### Bulk modulus of GaN: the functional against the program

The bulk modulus $B$ says how much pressure a crystal needs for a given loss of volume. For GaN it is near 200 GPa, so squeezing the volume by one percent takes about 2 GPa. Different density functionals give different values of $B$, and so do different programs that use the same functional. The question here is which of the two differences is larger, and whether the known rows are good enough to forecast the two open ones, PBEsol and C09-vdW.

GaN (space group P6_3mc) with periodic Kohn-Sham DFT and classical interatomic potentials, in the programs named in the table. Each bulk modulus is for a static lattice at the method's own equilibrium volume, from a fit to energies at seven volumes between 94 and 106% of the given cell, with the atoms not relaxed. Energies under "basis" are plane-wave cutoffs.

| method | rung | program | potentials | basis | spin orbit | k mesh | smearing | bulk modulus (GPa) |
| --- | --- | --- | --- | --- | --- | --- | --- | --- |
| Tersoff | force field | LAMMPS | GaN.tersoff | default | no | none 4-atom cell | none | 208.00 |
| polymorphic many-body | force field | LAMMPS | GaN_tersoff.poly | default | no | none 4-atom cell | none | 208.00 |
| LDA | LDA | CONQUEST | PseudoDojo NC LDA | DZP | no | 6x4x4 8-atom cell | Fermi Dirac 0.05eV | 199.70 |
| LDA | LDA | Ansatz | PseudoDojo LDA | 1143 eV | no | 10x10x5 4-atom cell | Fermi Dirac 0.05eV | 202.90 |
| C09-vdW | GGA | GPAW | GPAW PAW data sets (gpaw data 1.2.1) | 800 eV | no | 7x7x4 4-atom cell | Fermi Dirac 0.05eV | ? |
| PBEsol | GGA | Quantum ESPRESSO | GBRV 1.5 PBEsol | 612 eV | no | 10x10x5 4-atom cell | Fermi Dirac 0.05eV | ? |
| PBEsol-D3(BJ) | GGA | Ansatz | Ansatz PAW | 420 eV | no | 10x10x5 4-atom cell | Fermi Dirac 0.05eV | 196.30 |
| r2SCAN | meta-GGA | Ansatz | Ansatz PAW | 500 eV | yes | 10x10x5 4-atom cell | Fermi Dirac 0.05eV | 196.80 |
| r2SCAN-D3(BJ) | meta-GGA | Ansatz | Ansatz PAW | 500 eV | no | 10x10x5 4-atom cell | Fermi Dirac 0.05eV | 200.80 |
| r2SCAN-D4 | meta-GGA | Ansatz | Ansatz PAW | 500 eV | no | 10x10x5 4-atom cell | Fermi Dirac 0.05eV | 201.40 |
| r2SCAN-rVV10 | meta-GGA | Ansatz | Ansatz PAW | 500 eV | no | 10x10x5 4-atom cell | Fermi Dirac 0.05eV | 200.40 |

The two LDA rows set the scale of the scatter. They share a functional, yet they differ by 3.2 GPa. One uses a compact set of local orbitals and the other a large plane-wave basis, and the k mesh changes as well, so the difference can't be assigned to one cause. It is a single pair, and therefore only a rough measure of what a change of program does. The meshes and cutoffs in all these runs are usual working values and not converged limits, so small differences between any two rows may partly reflect the settings.

All seven known density-functional rows lie within 6.6 GPa of each other, which is only about twice that scatter. Any forecast from them has to rest on a physical argument about the functional and not on the ranking of neighbouring rows. The two force-field rows are left out of the argument. Their file names and equal results suggest one classical potential in two formats, so the common value of 208 GPa is counted once, and it carries no information on functionals.

### Why extra attraction stiffens the crystal

A useful first picture is to treat a change of functional as an extra pressure. Suppose a calculation has found its equilibrium volume, and a weak attraction between the atoms is then added. The attraction pulls the atoms together until the repulsion between them pushes back equally hard. The crystal now sits at a smaller volume, where the repulsion is steeper, and a steeper repulsion means a stiffer crystal.

There is also a loss. An undamped dispersion attraction pulls harder the closer the atoms come, and so it helps any further compression. This makes the crystal softer. The net effect is the difference between a gain from the smaller cell and a loss from the attraction itself, which is why it stays small.

The balance can be written down in a few steps. Let the attraction act as an inward pressure of size $p$. The original crystal is squeezed by this pressure, and its modulus rises by about $B'p$, where $B'$ is the rate at which the modulus grows with pressure. If the energy of the attraction varies with volume as $-cV^{-n}$, with $c$ a positive constant, then $p = ncV^{-n-1}$. Its contribution to the modulus, $V\,d^2E/dV^2$, is $-(n+1)p$. Together,

$$\Delta B \approx (B' - n - 1)\,p .$$

For most solids $B'$ is roughly 4 to 5. A pure dispersion attraction falls as the sixth power of distance, which is the second power of volume, so $n = 2$ and the bracket is positive but small. In practice the dispersion correction is damped at bonding distances, where the functional already describes the interaction. Damping flattens the attraction there, and less of the gain is lost.

The same reasoning works in reverse for a term that pushes the atoms apart. LDA tends to bind solids too tightly. A gradient correction lowers the energy of uneven densities, and the density becomes more uneven as atoms separate, so the correction favours a larger cell. It acts as an outward pressure and should soften the crystal. A reader who knows whether a new ingredient pulls atoms together or pushes them apart can thus guess the direction in which the modulus moves, as long as the new force changes slowly enough with volume for the bracket to stay positive.

The r2SCAN family shows the expected direction. Adding any of the three dispersion corrections raises the modulus, by 3.6 to 4.6 GPa. The uncorrected r2SCAN row also includes spin-orbit coupling, which the corrected ones leave out. That coupling is weak in GaN, so dispersion is the likely main cause of the rise, although the rows don't separate the two changes.

### The forecasts

The table holds PBEsol with a D3(BJ) dispersion correction, and the task for plain PBEsol is to take that correction away again. The simplest assumption is that D3(BJ) stiffens GaN by the same amount on top of PBEsol as on top of r2SCAN. In the r2SCAN family the step is

$$200.8 - 196.8 = 4.0\ \text{GPa},$$

and removing it from the PBEsol-D3(BJ) row gives

$$196.3 - 4.0 = 192.3\ \text{GPa}.$$

Two uncertainties enter. One is the change of program, for which the LDA pair suggests 3.2 GPa. The other is the transfer of the step, because the damping in D3(BJ) is set separately for each functional. This second uncertainty is taken to be as large as the step itself. Combined as independent errors they come to $\sqrt{3.2^2 + 4.0^2} \approx 5$ GPa, and the forecast for **PBEsol is 192 ± 5 GPa**.

C09-vdW is harder to place, since it has no close relative among the known rows. Its exchange part has a weak gradient correction, much like that of PBEsol. Its nonlocal correlation, which describes dispersion, replaces the usual gradient correction to correlation and is not added on top of it. This argues for plain PBEsol as the nearer relative, and the same central value is used.

The change to another family of functionals calls for a wider range. The distance from the LDA mean to PBEsol-D3(BJ), 5.0 GPa, serves as its measure. Combined with the earlier uncertainty it gives a forecast for **C09-vdW of 192 ± 7 GPa**. Both ranges are judgements and not standard deviations, and both central values lie below every known density-functional row.

Two simpler forecasts provide a comparison. The first takes the PBEsol-D3(BJ) value of 196.3 GPa as it stands, as if dispersion made no difference. The second takes the mean of the seven known density-functional rows, 199.8 GPa, as if the choice of functional made no difference either.

### The computed values

The withheld rows as computed:

| method | rung | program | potentials | basis | spin orbit | k mesh | smearing | bulk modulus (GPa) |
| --- | --- | --- | --- | --- | --- | --- | --- | --- |
| C09-vdW | GGA | GPAW | GPAW PAW data sets (gpaw data 1.2.1) | 800 eV | no | 7x7x4 4-atom cell | Fermi Dirac 0.05eV | 193.90 |
| PBEsol | GGA | Quantum ESPRESSO | GBRV 1.5 PBEsol | 612 eV | no | 10x10x5 4-atom cell | Fermi Dirac 0.05eV | 188.00 |

Both values fall inside their ranges, and both lie below all the other density-functional rows, as forecast. PBEsol comes out at 188.0 GPa, which is 4.3 GPa softer than the central forecast and close to the edge of the range. C09-vdW comes out at 193.9 GPa, only 1.6 GPa stiffer than forecast. The two results deserve different readings, and the closer hit is the less convincing one.

For PBEsol the direction was right and the step too small. The computed difference between PBEsol with and without D3(BJ) is $196.3 - 188.0 = 8.3$ GPa, about twice the step seen with r2SCAN. Part of this may come from the change of program, potentials and cutoff between the two PBEsol rows. The LDA pair shows that such changes can shift the modulus by an amount not much smaller than the miss.

The dispersion correction itself offers a second explanation. D3(BJ) contains a term that falls as the sixth power of distance and one that falls as the eighth. The parameters made for PBEsol give the eighth-power term much more weight than those made for r2SCAN. A stronger overall pull, which comes mostly from pairs beyond the damped bonding distance, would shrink the cell more and probably stiffen it more. How much of the larger step is due to this remains untested.

For C09-vdW the number was good and the argument behind it was not. The functional was placed beside plain PBEsol, yet it turns out 5.9 GPa stiffer than PBEsol and only 2.4 GPa softer than PBEsol-D3(BJ). The forecast came close because two errors cancelled: the value assumed for PBEsol was too high, and C09-vdW lies above PBEsol. It is tempting to credit its nonlocal correlation with an extra inward pull, like that of D3(BJ), but the equilibrium volumes speak against it. PBEsol-D3(BJ) has a smaller cell than plain PBEsol, as an added pull should give, whereas C09-vdW has a larger one. Something other than a squeezed cell must make it stiffer. Program, potentials, cutoff and k mesh also differ between the C09-vdW and PBEsol rows, so these runs can't show whether the functional itself is the cause.

The simpler forecasts help to judge what the physical argument was worth. For PBEsol, leaving the dispersion step in place would have missed by 8.3 GPa, and the plain mean by about 12 GPa. Here the argument clearly improved on ignoring the functional. For C09-vdW, the value with the step left in place misses by 2.4 GPa against 1.6 GPa for the forecast, and a difference that small decides nothing.

### Functional against program

With the open rows filled in, the functional matters more than the known rows alone suggested. PBEsol lies 13.3 GPa below the mean of the two LDA runs, about four times the scatter between those runs. This is the softening expected from a gradient correction that pushes the atoms apart. The equilibrium volumes of the LDA runs, which a direct check of the mechanism would need, are not part of the comparison, so the sign of the change agrees with it without settling it.

The modulus does not move in one direction as the functional becomes more elaborate. Among the functionals without a dispersion term, it falls from LDA to PBEsol and rises again to r2SCAN, which gives 196.8 GPa. That value is well above PBEsol, but it lies only 4.5 GPa below the LDA mean of 201.3 GPa, a distance not much larger than the scatter between the two LDA runs. LDA and r2SCAN therefore can't be ranked with much confidence from these runs.

Dispersion blurs the order further. With any of the three corrections, r2SCAN moves to between 200.4 and 201.4 GPa, right between the two LDA results. The agreement doesn't mean that the two descriptions are alike. LDA reaches its stiffness by binding too tightly overall, whereas r2SCAN comes close to it unaided and probably gains the last few GPa from the added dispersion term. The name of the rung is thus a poor guide to the modulus, and knowing that dispersion is included doesn't mend that. Two other gradient-corrected functionals, revPBE-D4 and RPBE-D4, were run in Ansatz with the same kind of potentials, cutoff and k mesh as PBEsol-D3(BJ). They give 187.9 and 185.2 GPa, against 196.3 GPa for PBEsol-D3(BJ). Since the program is the same, this difference comes from the functional and its dispersion term.

These runs also show where the picture of an extra pressure stops working. The equilibrium volume is 11.23 Å³ per atom with revPBE-D4 and 11.26 Å³ with r2SCAN-D4, yet revPBE-D4 is softer by 13.5 GPa. C09-vdW and PBEsol are a second such case, since C09-vdW is stiffer in spite of its larger cell, though there the program changes too. A smaller cell is therefore no guarantee of a stiffer one. Two functionals can differ in how fast their forces change with volume, and the modulus measures exactly that.

For someone who converts a measured strain into a pressure, the choice of method carries over in proportion. A volume compression of one percent corresponds to 1.88 GPa with PBEsol and to 2.03 GPa with the stiffer LDA run, a difference of about 8 percent relative to the lower value. All these figures hold for a static lattice. Thermal and zero-point motion expand a real crystal and soften it somewhat, so agreement of any one row with a measured modulus would need that correction first.
